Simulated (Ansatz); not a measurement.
Crystal: KBr.

```
CELL_PARAMETERS angstrom
0.00000 3.30000 3.30000
3.30000 0.00000 3.30000
3.30000 3.30000 0.00000
ATOMIC_POSITIONS crystal
Br 0.50000 0.50000 0.50000
K 0.00000 0.00000 0.00000
```

Base run:

```yaml
Program: Ansatz 0.2.0
Functional: PBE
Potentials_or_basis: Ansatz PAW
Cutoff: "420 eV (not typed: the program's choice for these potentials)"
k_mesh: 7 × 7 × 7
Occupations: gaussian, width 0.03 eV
Spin: no spin polarisation
```

Its results: band gap on the k mesh 4.44 eV, direct.

Task: The run is repeated on the same cell with these changes: functional from PBE to LDA; occupations from gaussian, width 0.03 eV to fixed. What comes out?

Result: Band gap on the k mesh 4.03 eV, direct.

Caveats: odd divisions of the mesh miss points on the zone boundary, where band edges often lie, so the gap on the mesh can be too wide.

A k mesh can miss the band edges.
